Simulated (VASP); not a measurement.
# LiTaO2 (R-3m) in VASP: notebook

One crystal, LiTaO2, is run at these levels: PBE; tasks: relaxation of cell and atoms.

Program: VASP 6.6.1. These are calculated values, not measurements. Logs are shortened: lines on timing, memory, paths and dates and some standing lists are left out, and cuts for length are marked.

## (1) The crystal as given

It takes space group R-3m (No. 166, trigonal). The conventional cell has a = 2.882 Å, b = 2.882 Å, c = 16.269 Å, α = 90.00°, β = 90.00°, γ = 120.00°. Around Li (site symmetry -3m) lie 6 O at 2.12 Å. Ta (site symmetry -3m) is surrounded by 6 O at 2.18 Å. O (site symmetry 3m) is surrounded by 3 Li at 2.12 Å and 3 Ta at 2.18 Å.

The cell was built by a generator and needn't be a form met in nature.

## (2) Relaxation of cell and atoms, PBE

The input, INCAR:

```
SYSTEM = LiTaO2
  PREC = Accurate
  ENCUT = 520
  EDIFF = 1E-6
  ISMEAR = 0
  SIGMA = 0.1
  LREAL = .False.
  LASPH = .True.
  NELM = 120
  ALGO = Normal
  ISIF = 3
  LWAVE = .False.
  LCHARG = .False.
  GGA = PE
  IBRION = 2
  NSW = 90
  EDIFFG = -0.01
  KPAR = 4
```

The input, KPOINTS:

```
regular mesh
0
Gamma
  14 14 14
  0 0 0
```

The input, POSCAR:

```
LiTaO2
1.0
    1.4410248500      0.8319760900      5.4230000000
   -1.4410248500      0.8319760900      5.4230000000
    0.0000000000     -1.6639521700      5.4230000000
Li Ta O
1 1 2
Direct
    0.5000000000      0.5000000000      0.5000000000
    0.0000000000      0.0000000000      0.0000000000
    0.7529657600      0.7529657600      0.7529657600
    0.2470342400      0.2470342400      0.2470342400
```

Potentials or basis: VASP PAW PBE potentials, release 64 (Li_sv, Ta_pv, O).

Command:

```
> cat potpaw_PBE.64/Li_sv/POTCAR potpaw_PBE.64/Ta_pv/POTCAR potpaw_PBE.64/O/POTCAR > POTCAR
> mpirun -np 4 vasp_std > vasp.out
```

OUTCAR:

```text
SYSTEM = LiTaO2
   PREC = Accurate
   ENCUT = 520
   EDIFF = 1E-6
   ISMEAR = 0
   LREAL = .False.
   LASPH = .True.
   NELM = 120
   ISIF = 3
   GGA = PE
   IBRION = 2
   NSW = 90
   EDIFFG = -0.01

 ion  position               nearest neighbor table
   1  0.500  0.500  0.500-   4 2.12   4 2.12   3 2.12   3 2.12   4 2.12   3 2.12
   2  0.000  0.000  0.000-   3 2.18   3 2.18   4 2.18   4 2.18   3 2.18   4 2.18
   3  0.753  0.753  0.753-   1 2.12   1 2.12   1 2.12   2 2.18   2 2.18   2 2.18
   4  0.247  0.247  0.247-   1 2.12   1 2.12   1 2.12   2 2.18   2 2.18   2 2.18

  LATTYP: Found a trigonal (rhomboedric) cell.
 ALAT       =     5.6725361024
 COS(alpha) =     0.8709320536

  Lattice vectors:

 A1 = (   1.4410248500,   0.8319760900,   5.4230000000)
 A2 = (  -1.4410248500,   0.8319760900,   5.4230000000)
 A3 = (   0.0000000000,  -1.6639521700,   5.4230000000)

Analysis of symmetry for initial positions (statically):
=====================================================================
 Subroutine PRICEL returns:
 Original cell was already a primitive cell.

 Routine SETGRP: Setting up the symmetry group for a
 trigonal (rhombohedral) supercell.

 Subroutine GETGRP returns: Found 12 space group operations
 (whereof 12 operations were pure point group operations)
 out of a pool of 12 trial point group operations.

The static configuration has the point symmetry D_3d.

Analysis of symmetry for dynamics (positions and initial velocities):
=====================================================================
 Subroutine PRICEL returns:
 Original cell was already a primitive cell.

 Routine SETGRP: Setting up the symmetry group for a
 trigonal (rhombohedral) supercell.

 Subroutine GETGRP returns: Found 12 space group operations
 (whereof 12 operations were pure point group operations)
 out of a pool of 12 trial point group operations.

The dynamic configuration has the point symmetry D_3d.

 Subroutine INISYM returns: Found 12 space group operations
 (whereof 12 operations are pure point group operations),
 and found     1 'primitive' translations

----------------------------------------------------------------------------------------

                                     Primitive cell

  volume of cell :      39.0098

  direct lattice vectors                    reciprocal lattice vectors
     1.441024850  0.831976090  5.423000000     0.346975279  0.200326271  0.061466593
    -1.441024850  0.831976090  5.423000000    -0.346975279  0.200326271  0.061466593
     0.000000000 -1.663952170  5.423000000     0.000000000 -0.400652541  0.061466593

  length of vectors
     5.672536102  5.672536102  5.672536102     0.405340106  0.405340106  0.405340105

  position of ions in fractional coordinates (direct lattice)
     0.500000000  0.500000000  0.500000000
     0.000000000  0.000000000  0.000000000
     0.752965760  0.752965760  0.752965760
     0.247034240  0.247034240  0.247034240

  ion indices of the primitive-cell ions
   primitive index   ion index
                 1           1
                 2           2
                 3           3
                 4           4

----------------------------------------------------------------------------------------

 KPOINTS: regular mesh

Automatic generation of k-mesh.
 Grid dimensions read from file:
 generate k-points for:   14   14   14

 Generating k-lattice:

  Cartesian coordinates                     Fractional coordinates (reciprocal lattice)
     0.024783949  0.014309019  0.004390471     0.071428571  0.000000000 -0.000000000
    -0.024783949  0.014309019  0.004390471     0.000000000  0.071428571 -0.000000000
     0.000000000 -0.028618039  0.004390471     0.000000000  0.000000000  0.071428571

  Length of vectors
     0.028952865  0.028952865  0.028952865

  Shift w.r.t. Gamma in fractional coordinates (k-lattice)
     0.000000000  0.000000000  0.000000000

 Subroutine IBZKPT returns following result:
 ===========================================

 Found    288 irreducible k-points:

 Following reciprocal coordinates:
            Coordinates               Weight
  0.000000  0.000000  0.000000      1.000000
  0.071429 -0.000000  0.000000      6.000000
  0.142857  0.000000  0.000000      6.000000
  0.214286  0.000000  0.000000      6.000000
  0.285714  0.000000  0.000000      6.000000
  0.357143  0.000000  0.000000      6.000000
[... 16 lines left out ...]
  0.214286  0.142857  0.000000     12.000000
  0.285714  0.142857  0.000000     12.000000
 [... further k-points ...]
   k-points           NKPTS =    288   k-points in BZ     NKDIM =    288   number of bands    NBANDS=     17
   number of dos      NEDOS =    301   number of ions     NIONS =      4
   total plane-waves  NPLWV =  74088
   dimension x,y,z NGX =    42 NGY =   42 NGZ =   42
   dimension x,y,z NGXF=    84 NGYF=   84 NGZF=   84
   ions per type =               1   1   2
   NGX,Y,Z   is equivalent  to a cutoff of  12.31, 12.31, 12.31 a.u.
   NGXF,Y,Z  is equivalent  to a cutoff of  24.62, 24.62, 24.62 a.u.
 SYSTEM =  LiTaO2
   PREC   = accura    normal or accurate (medium, high low for compatibility)
   ISTART =      0    job   : 0-new  1-cont  2-samecut
   ICHARG =      2    charge: 1-file 2-atom 10-const
   ISPIN  =      1    spin polarized calculation?
   LNONCOLLINEAR =      F non collinear calculations
   LSORBIT =      F    spin-orbit coupling
   LASPH  =      T    aspherical Exc in radial PAW
   ENCUT  =  520.0 eV  38.22 Ry    6.18 a.u.  10.55 10.55 10.55*2*pi/ulx,y,z
   NELM   =    120;   NELMIN=  2; NELMDL= -5     # of ELM steps
   EDIFF  = 0.1E-05   stopping-criterion for ELM
   LREAL  =      F    real-space projection
   EDIFFG = -.1E-01   stopping-criterion for IOM
   NSW    =     90    number of steps for IOM
   IBRION =      2    ionic relax: 0-MD 1-quasi-New 2-CG
   NFREE  =      1    steps in history (QN), initial steepest desc. (CG)
   ISIF   =      3    stress and relaxation
   ISYM   =      2    0-nonsym 1-usesym 2-fastsym
   POTIM  = 0.5000    time-step for ionic-motion
   TEBEG  =    0.0;   TEEND  =   0.0 temperature during run
   PSTRESS=    0.0 pullay stress
   NELECT =      26.0000    total number of electrons
   NUPDOWN=      -1.0000    fix difference up-down
   EMIN   =  10.00;   EMAX   =-10.00  energy-range for DOS
   EFERMI =   0.00;   METHOD = LEGACY
   ISMEAR =     0;   SIGMA  =   0.10  broadening in eV -4-tet -1-fermi 0-gaus
   EFERMI_NEDOS =   21; number of points for ismear=-14 and -15
   IALGO  =     38    algorithm
   IMIX   =      4    mixing-type and parameters
     AMIX     =   0.40;   BMIX     =  1.00
     AMIX_MAG =   1.60;   BMIX_MAG =  1.00
  volume/ion in A,a.u.               =       9.75        65.81
  Fermi-wavevector in a.u.,A,eV,Ry     =   1.430018  2.702343 27.823261  2.044952
  Thomas-Fermi vector in A             =   2.549909
   LORBIT       =      0    0 simple, 1 ext, 2 COOP (PROOUT), +10 PAW based schemes
   GGA     = PE    functional components
   LHFCALC =     F    Hartree Fock is set to
   AEXX    =    0.0000 exact exchange contribution
   IVDW    =     0    specifies the selected vdW correction
   LEPSILON=     F    determine dielectric tensor
   LRPA    =     F    only Hartree local field effects (RPA)
 conjugate gradient relaxation of ions
 non-spin polarized calculation
 Gauss-broadening in eV      SIGMA  =   0.10
  energy-cutoff  :      520.00
  volume of cell :       39.01
 maximum number of plane-waves:      1091
   NGX = 21   NGY = 21   NGZ = 21

--------------------------------------- Ionic step        1  -------------------------------------------

 number of electron      26.0000000 magnetization

 Free energy of the ion-electron system (eV)
  ---------------------------------------------------
  ext. energy  EPLUGINS =         0.00000000
  ---------------------------------------------------
  free energy    TOTEN  =       -32.28099335 eV

  energy without entropy =      -32.27728060  energy(sigma->0) =      -32.27913697

------------------------ aborting loop because EDIFF is reached ----------------------------------------

  FORCE on cell =-STRESS in cart. coord.  units (eV):
  Direction    XX          YY          ZZ          XY          YZ          ZX
  --------------------------------------------------------------------------------------
  -------------------------------------------------------------------------------------
  Total       -0.1960001     -0.1960001      0.1962733      0.0000000      0.0000000      0.0000000
  in kB       -8.0499602     -8.0499603      8.0611792      0.0000000      0.0000000      0.0000000
  external PRESSURE =      -2.6795804 kB  Pullay stress =       0.0000000 kB
[... 175 lines left out ...]
  energy  without entropy=      -32.2788768392  energy(sigma->0) =      -32.28074263

--------------------------------------- Ionic step        6  -------------------------------------------

 number of electron      26.0000004 magnetization

 Free energy of the ion-electron system (eV)
  ---------------------------------------------------
  ext. energy  EPLUGINS =         0.00000000
  ---------------------------------------------------
  free energy    TOTEN  =       -32.28266353 eV

  energy without entropy =      -32.27893259  energy(sigma->0) =      -32.28079806

 E-fermi :   6.3280     XC(G=0): -11.7768

 val. band max:        6.3083847416   @ k =  -0.0714   0.1429   0.0714
 cond. band min:       6.3442912199   @ k =   0.5000   0.4286   0.2857
 fundamental gap:      0.0359064783
 Fermi energy:         6.3279950364

 k-point     1 :       0.0000    0.0000    0.0000
  band No.  band energies     occupation
      1     -39.4902      2.00000
      2     -29.3727      2.00000
      3     -28.7249      2.00000
      4     -28.7249      2.00000
      5     -14.3701      2.00000
      6     -13.0998      2.00000
[... 9 lines left out ...]
     16       8.9929      0.00000
     17      10.5197      0.00000
[... 443 lines left out ...]
      1     -39.4758      2.00000
      2     -29.3229      2.00000
      3     -29.2358      2.00000
      4     -28.8979      2.00000
      5     -13.6657      2.00000
      6     -13.2138      2.00000
[... 9 lines left out ...]
     16      10.3941      0.00000
     17      10.6694      0.00000

 [... further k-points ...]

------------------------ aborting loop because EDIFF is reached ----------------------------------------

  FORCE on cell =-STRESS in cart. coord.  units (eV):
  Direction    XX          YY          ZZ          XY          YZ          ZX
  --------------------------------------------------------------------------------------
  -------------------------------------------------------------------------------------
  Total        0.0182573      0.0182573     -0.0215157      0.0000000     -0.0000000      0.0000000
  in kB        0.7535797      0.7535797     -0.8880705      0.0000000     -0.0000000      0.0000000
  external PRESSURE =       0.2063629 kB  Pullay stress =       0.0000000 kB
[... 19 lines left out ...]
  FREE ENERGIE OF THE ION-ELECTRON SYSTEM (eV)
  ---------------------------------------------------
  free  energy   TOTEN  =       -32.2826635270 eV

  energy  without entropy=      -32.2789325892  energy(sigma->0) =      -32.28079806

 reached required accuracy - stopping structural energy minimisation
```

Wall time 6.9 min (4 MPI ranks of Intel Xeon Platinum 8488C (Sapphire Rapids), shared host); peak memory 0.41 GiB.

The run converged, but some of its settings lie outside the range that counts as converged, so its numbers aren't taken as properties of the crystal.

What came out:

```
Free energy                            : -32.2827 eV
Relaxed volume                         : 9.70 Å³/atom
Relaxed cell                           : a = 5.674 Å, b = 5.674 Å, c = 5.674 Å, α = 29.34°, β = 29.34°, γ = 29.34°
Space group after relaxing (to 0.05 Å) : R-3m (No. 166)
Energy gained by relaxing              : 0.4 meV/atom
Ionic steps                            : 6
Largest force after relaxing           : 0.009 eV/Å
Band gap on the k mesh                 : none (metal or under the smearing width)
```

Caveat: the cutoff is under 1.25 times the usual one of these potentials, so pressure, stress and relaxed cells hold a basis-set (Pulay) error.

## (3) Relaxation of cell and atoms, PBE

This run uses another cell than the first one, of 9.70 Å³/atom, 0.995 times its volume.

Changes to INCAR since step 2:

```diff
@@ -3,3 +3,3 @@
   ENCUT = 520
-  EDIFF = 1E-6
+  EDIFF = 1E-7
   ISMEAR = 0
@@ -15,4 +15,5 @@
   IBRION = 2
-  NSW = 90
-  EDIFFG = -0.01
+  NSW = 60
+  EDIFFG = -0.005
+  POTIM = 0.3
   KPAR = 4
```

KPOINTS is that of step 2.

The input, POSCAR:

```
LiTaO2                                  
1.0
    1.4370705152      0.8296930537      5.4259063387
   -1.4370705152      0.8296930537      5.4259063387
    0.0000000000     -1.6593860975      5.4259063387
  Li              Ta              O             
     1     1     2
Direct
     0.5000000000000000    0.5000000000000000    0.5000000000000000
     0.0000000000000000    0.0000000000000000    0.0000000000000000
     0.7534219583694627    0.7534219583694627    0.7534219583694628
     0.2465780416305373    0.2465780416305373    0.2465780416305372
```

Potentials or basis: VASP PAW PBE potentials, release 64 (Li_sv, Ta_pv, O).

Command:

```
> cat potpaw_PBE.64/Li_sv/POTCAR potpaw_PBE.64/Ta_pv/POTCAR potpaw_PBE.64/O/POTCAR > POTCAR
> mpirun -np 4 vasp_std > vasp.out
```

Wall time 5.6 min (4 MPI ranks of Intel Xeon Platinum 8488C (Sapphire Rapids), shared host); peak memory 0.43 GiB.

These settings aren't checked as converged: the numbers below hold their error.

Results:

```
Free energy                            : -32.2824 eV
Relaxed volume                         : 9.70 Å³/atom
Relaxed cell                           : a = 5.671 Å, b = 5.671 Å, c = 5.671 Å, α = 29.36°, β = 29.36°, γ = 29.36°
Space group after relaxing (to 0.05 Å) : R-3m (No. 166)
Energy gained by relaxing              : 0.0 meV/atom
Ionic steps                            : 4
Band gap on the k mesh                 : none (metal or under the smearing width)
```

Caveat: the cutoff is under 1.25 times the usual one of these potentials, so pressure, stress and relaxed cells hold a basis-set (Pulay) error.
